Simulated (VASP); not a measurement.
# CdSe (Cadmoselite) (P6_3mc) in VASP: a series of runs, part 2 of 2

VASP 6.6.1. The steps go on from the part before.

### Step 4. Single point, LDA

Contents of INCAR:

```
SYSTEM = CdSe
  PREC = Accurate
  ENCUT = 520
  EDIFF = 1E-6
  ISMEAR = -1
  SIGMA = 0.02
  LREAL = .False.
  LASPH = .True.
  NELM = 60
  ALGO = Normal
  ISIF = 2
  LWAVE = .False.
  LCHARG = .True.
  GGA = CA
  LVHAR = .True.
  KPAR = 4
```

Contents of KPOINTS:

```
Automatic mesh
0
Gamma
  6 6 3
  0 0 0
```

Contents of POSCAR:

```
CdSe
1.0
    4.3000000000      0.0000000000      0.0000000000
   -2.1500000000      3.7239092363      0.0000000000
    0.0000000000      0.0000000000      7.0200000000
Cd Se
2 2
Direct
    0.3333333333      0.6666666667      0.0000000000
    0.6666666667      0.3333333333      0.5000000000
    0.3333333333      0.6666666667      0.3850000000
    0.6666666667      0.3333333333      0.8850000000
```

Potentials or basis: VASP PAW LDA potentials, release 64 (Cd, Se).

Started as:

```bash
> cat potpaw_LDA.64/Cd/POTCAR potpaw_LDA.64/Se/POTCAR > POTCAR
> mpirun -np 4 vasp_std > vasp.out
```

OUTCAR:

```text
SYSTEM = CdSe
   PREC = Accurate
   ENCUT = 520
   EDIFF = 1E-6
   ISMEAR = -1
   LREAL = .False.
   LASPH = .True.
   NELM = 60
   ISIF = 2
   GGA = CA

 ion  position               nearest neighbor table
   1  0.333  0.667  0.000-   4 2.61   4 2.61   4 2.61   3 2.70
   2  0.667  0.333  0.500-   3 2.61   3 2.61   3 2.61   4 2.70
   3  0.333  0.667  0.385-   2 2.61   2 2.61   2 2.61   1 2.70
   4  0.667  0.333  0.885-   1 2.61   1 2.61   1 2.61   2 2.70

  LATTYP: Found a hexagonal cell.
 ALAT       =     4.3000000000
 C/A-ratio  =     1.6325581395

  Lattice vectors:

 A1 = (   4.3000000000,   0.0000000000,   0.0000000000)
 A2 = (  -2.1500000000,   3.7239092363,   0.0000000000)
 A3 = (   0.0000000000,   0.0000000000,   7.0200000000)

Analysis of symmetry for initial positions (statically):
=====================================================================
 Subroutine PRICEL returns:
 Original cell was already a primitive cell.

 Routine SETGRP: Setting up the symmetry group for a
 hexagonal supercell.

 Subroutine GETGRP returns: Found 12 space group operations
 (whereof  6 operations were pure point group operations)
 out of a pool of 24 trial point group operations.

The static configuration has the point symmetry C_3v.
 The point group associated with its full space group is C_6v.

Analysis of symmetry for dynamics (positions and initial velocities):
=====================================================================
 Subroutine PRICEL returns:
 Original cell was already a primitive cell.

 Routine SETGRP: Setting up the symmetry group for a
 hexagonal supercell.

 Subroutine GETGRP returns: Found 12 space group operations
 (whereof  6 operations were pure point group operations)
 out of a pool of 24 trial point group operations.

The dynamic configuration has the point symmetry C_3v.
 The point group associated with its full space group is C_6v.

 Subroutine INISYM returns: Found 12 space group operations
 (whereof  6 operations are pure point group operations),
 and found     1 'primitive' translations

----------------------------------------------------------------------------------------

                                     Primitive cell

  volume of cell :     112.4099

  direct lattice vectors                    reciprocal lattice vectors
     4.300000000  0.000000000  0.000000000     0.232558140  0.134267504  0.000000000
    -2.150000000  3.723909236  0.000000000     0.000000000  0.268535009  0.000000000
     0.000000000  0.000000000  7.020000000     0.000000000  0.000000000  0.142450142

  length of vectors
     4.300000000  4.300000000  7.020000000     0.268535009  0.268535009  0.142450142

  position of ions in fractional coordinates (direct lattice)
     0.333333333  0.666666667  0.000000000
     0.666666667  0.333333333  0.500000000
     0.333333333  0.666666667  0.385000000
     0.666666667  0.333333333  0.885000000

  ion indices of the primitive-cell ions
   primitive index   ion index
                 1           1
                 2           2
                 3           3
                 4           4

----------------------------------------------------------------------------------------

 KPOINTS: Automatic mesh

[... 27 lines left out ...]
  0.500000 -0.000000  0.000000      3.000000
  0.166667  0.166667  0.000000      6.000000
  0.333333  0.166667  0.000000     12.000000
  0.333333  0.333333  0.000000      2.000000
  0.000000  0.000000  0.333333      2.000000
  0.166667 -0.000000  0.333333     12.000000
  0.333333 -0.000000  0.333333     12.000000
  0.500000 -0.000000  0.333333      6.000000
  0.166667  0.166667  0.333333     12.000000
  0.333333  0.166667  0.333333     24.000000
  0.333333  0.333333  0.333333      4.000000
   k-points           NKPTS =     14   k-points in BZ     NKDIM =     14   number of bands    NBANDS=     22
   number of dos      NEDOS =    301   number of ions     NIONS =      4
   total plane-waves  NPLWV =  55296
   dimension x,y,z NGX =    32 NGY =   32 NGZ =   54
   dimension x,y,z NGXF=    64 NGYF=   64 NGZF=  108
   ions per type =               2   2
   NGX,Y,Z   is equivalent  to a cutoff of  12.37, 12.37, 12.79 a.u.
   NGXF,Y,Z  is equivalent  to a cutoff of  24.74, 24.74, 25.58 a.u.
 SYSTEM =  CdSe
   PREC   = accura    normal or accurate (medium, high low for compatibility)
   ISTART =      0    job   : 0-new  1-cont  2-samecut
   ICHARG =      2    charge: 1-file 2-atom 10-const
   ISPIN  =      1    spin polarized calculation?
   LNONCOLLINEAR =      F non collinear calculations
   LSORBIT =      F    spin-orbit coupling
   LASPH  =      T    aspherical Exc in radial PAW
   ENCUT  =  520.0 eV  38.22 Ry    6.18 a.u.   8.00  8.00 13.05*2*pi/ulx,y,z
   NELM   =     60;   NELMIN=  2; NELMDL= -5     # of ELM steps
   EDIFF  = 0.1E-05   stopping-criterion for ELM
   LREAL  =      F    real-space projection
   EDIFFG = 0.1E-04   stopping-criterion for IOM
   NSW    =      0    number of steps for IOM
   IBRION =     -1    ionic relax: 0-MD 1-quasi-New 2-CG
   NFREE  =      0    steps in history (QN), initial steepest desc. (CG)
   ISIF   =      2    stress and relaxation
   ISYM   =      2    0-nonsym 1-usesym 2-fastsym
   POTIM  = 0.5000    time-step for ionic-motion
   TEBEG  =    0.0;   TEEND  =   0.0 temperature during run
   PSTRESS=    0.0 pullay stress
   NELECT =      36.0000    total number of electrons
   NUPDOWN=      -1.0000    fix difference up-down
   EMIN   =  10.00;   EMAX   =-10.00  energy-range for DOS
   EFERMI =   0.00;   METHOD = LEGACY
   ISMEAR =    -1;   SIGMA  =   0.02  broadening in eV -4-tet -1-fermi 0-gaus
   EFERMI_NEDOS =   21; number of points for ismear=-14 and -15
   IALGO  =     38    algorithm
   IMIX   =      4    mixing-type and parameters
     AMIX     =   0.40;   BMIX     =  1.00
     AMIX_MAG =   1.60;   BMIX_MAG =  1.00
  volume/ion in A,a.u.               =      28.10       189.64
  Fermi-wavevector in a.u.,A,eV,Ry     =   1.120059  2.116604 17.068937  1.254531
  Thomas-Fermi vector in A             =   2.256702
   LORBIT       =      0    0 simple, 1 ext, 2 COOP (PROOUT), +10 PAW based schemes
   GGA     = CA    functional components
   LHFCALC =     F    Hartree Fock is set to
   AEXX    =    0.0000 exact exchange contribution
   IVDW    =     0    specifies the selected vdW correction
   LEPSILON=     F    determine dielectric tensor
   LRPA    =     F    only Hartree local field effects (RPA)
 non-spin polarized calculation
  energy-cutoff  :      520.00
  volume of cell :      112.41
 maximum number of plane-waves:      3045
 NGX is ok and might be reduce to    32
   NGX = 15   NGY = 15   NGZ = 27

 number of electron      35.9999998 magnetization

 Free energy of the ion-electron system (eV)
  ---------------------------------------------------
  ext. energy  EPLUGINS =         0.00000000
  ---------------------------------------------------
  free energy    TOTEN  =       -13.47876065 eV

  energy without entropy =      -13.47876050  energy(sigma->0) =      -13.47876057

 E-fermi :   1.0461     XC(G=0):  -9.2866

 val. band max:        0.8075916730   @ k =   0.0000   0.0000   0.0000
 cond. band min:       1.2658466072   @ k =   0.0000   0.0000   0.0000
 fundamental gap:      0.4582549342
 Fermi energy:         1.0460600932

 k-point     1 :       0.0000    0.0000    0.0000
  band No.  band energies     occupation
      1     -11.8369      2.00000
      2     -11.4638      2.00000
      3      -7.1483      2.00000
      4      -7.1483      2.00000
      5      -7.0928      2.00000
      6      -7.0928      2.00000
[... 339 lines left out ...]
     21       5.7780      0.00000
     22       6.9591      0.00000

------------------------ aborting loop because EDIFF is reached ----------------------------------------

  FORCE on cell =-STRESS in cart. coord.  units (eV):
  Direction    XX          YY          ZZ          XY          YZ          ZX
  --------------------------------------------------------------------------------------
  -------------------------------------------------------------------------------------
  Total       -0.5567022     -0.5567022     -1.7457314      0.0000000      0.0000000      0.0000000
  in kB       -7.9346693     -7.9346693    -24.8818896      0.0000000      0.0000000      0.0000000
  external PRESSURE =     -13.5837427 kB  Pullay stress =       0.0000000 kB

 VOLUME and BASIS-vectors are now :
 -----------------------------------------------------------------------------
  energy-cutoff  :      520.00
  volume of cell :      112.41
      direct lattice vectors                 reciprocal lattice vectors
     4.300000000  0.000000000  0.000000000     0.232558140  0.134267504  0.000000000
    -2.150000000  3.723909236  0.000000000     0.000000000  0.268535009  0.000000000
     0.000000000  0.000000000  7.020000000     0.000000000  0.000000000  0.142450142

 POSITION                                       TOTAL-FORCE (eV/Angst)
 -----------------------------------------------------------------------------------
     -0.00000      2.48261      0.00000        -0.000000      0.000000      0.265880
      2.15000      1.24130      3.51000         0.000000     -0.000000      0.265880
     -0.00000      2.48261      2.70270         0.000000     -0.000000     -0.265880
      2.15000      1.24130      6.21270        -0.000000     -0.000000     -0.265880
 -----------------------------------------------------------------------------------
    total drift:                               -0.000000      0.000000      0.000139

  FREE ENERGIE OF THE ION-ELECTRON SYSTEM (eV)
  ---------------------------------------------------
  free  energy   TOTEN  =       -13.4787606522 eV

  energy  without entropy=      -13.4787604955  energy(sigma->0) =      -13.47876057
```

OSZICAR:

```text
N       E                     dE             d eps       ncg     rms          rms(c)
DAV:   1     0.244415634374E+03    0.24442E+03   -0.17162E+04   616   0.147E+03
DAV:   2    -0.133596226471E+00   -0.24455E+03   -0.23890E+03   664   0.354E+02
DAV:   3    -0.140923238755E+02   -0.13959E+02   -0.13915E+02   736   0.835E+01
DAV:   4    -0.142300136411E+02   -0.13769E+00   -0.13764E+00   664   0.791E+00
DAV:   5    -0.142311220933E+02   -0.11085E-02   -0.11084E-02   760   0.667E-01    0.885E+00
DAV:   6    -0.135326870083E+02    0.69844E+00   -0.16142E+00   792   0.133E+01    0.686E+00
DAV:   7    -0.134878257477E+02    0.44861E-01   -0.52879E-01   676   0.416E+00    0.257E+00
DAV:   8    -0.134797238056E+02    0.81019E-02   -0.71802E-02   682   0.299E+00    0.356E-01
DAV:   9    -0.134788893057E+02    0.83450E-03   -0.10209E-02   694   0.134E+00    0.114E-01
DAV:  10    -0.134787454079E+02    0.14390E-03   -0.78441E-04   750   0.366E-01    0.499E-02
DAV:  11    -0.134787715127E+02   -0.26105E-04   -0.15054E-04   658   0.992E-02    0.185E-02
DAV:  12    -0.134787602272E+02    0.11285E-04   -0.84060E-05   762   0.995E-02    0.751E-03
DAV:  13    -0.134787606522E+02   -0.42494E-06   -0.69388E-06   718   0.221E-02
   1 F= -.13478761E+02 E0= -.13478761E+02  d E =-.156609E-06
```

It took 15 s on 4 MPI ranks of AMD EPYC 7R13 (Zen 3), shared host; peak memory 0.17 GiB.

Results:

```
Free energy            : -13.4788 eV
Pressure               : -1.4 GPa
Largest force          : 0.266 eV/Å
Band gap on the k mesh : 0.46 eV, direct
```

Forces on the atoms (eV/Å):
```
Cd   0.000  0.000  0.266
Cd   0.000  0.000  0.266
Se   0.000  0.000 -0.266
Se   0.000  0.000 -0.266
```

Stress tensor (GPa, compression positive):
```
-0.79  0.00  0.00
 0.00 -0.79  0.00
 0.00  0.00 -2.49
```

### Step 5. The runs side by side

```tsv
level	potentials or basis	k mesh	cutoff (eV)	mesh quality	gap on the mesh (eV)	pressure (GPa)	largest force (eV/Å)
PBEsol	VASP PAW PBE potentials, release 64 (Cd, Se)	6 × 6 × 3	520	not flagged	0.58	0.5	0.27
LDA	VASP PAW LDA potentials, release 64 (Cd, Se)	4 × 4 × 2	300	coarse	0.44	-	0.28
LDA	VASP PAW LDA potentials, release 64 (Cd, Se)	6 × 6 × 3	520	not flagged	0.46	-1.4	0.27
```

Alike in all rows: task single point; no spin polarisation; cell as given; smearing fermi-dirac 0.02 eV.

Caveats: some runs use coarse meshes; the PAW data sets were made with another functional, which shifts forces and pressure a little (some runs); the cutoff is under 1.25 times the usual one of these potentials, so pressure, stress and relaxed cells hold a basis-set (Pulay) error (some runs).

Absolute energies hang on the potentials; compare differences alone.

### Step 6. Comparison with measurements

Step 2. Measured gap of CdSe: 1.841 eV (2 K; a printed reference work, data compilation). This calculation gives 0.58 eV (-1.26 eV). So large a miss can be the level of theory's own, or it may mean another phase, state or a wrong row. Spin-orbit coupling on Cd, Se is left out. The value is that of PBEsol, without temperature or zero-point motion. Semilocal functionals fall short of measured gaps as a rule.

Step 4. Against the measured gap of CdSe, 1.841 eV (2 K; a printed reference work, data compilation), the calculated 0.46 eV is off by -1.38 eV. So large a miss can be the level of theory's own, or it may mean another phase, state or a wrong row. Spin-orbit coupling on Cd, Se is left out. The value is that of LDA, without temperature or zero-point motion. Semilocal functionals fall short of measured gaps as a rule.
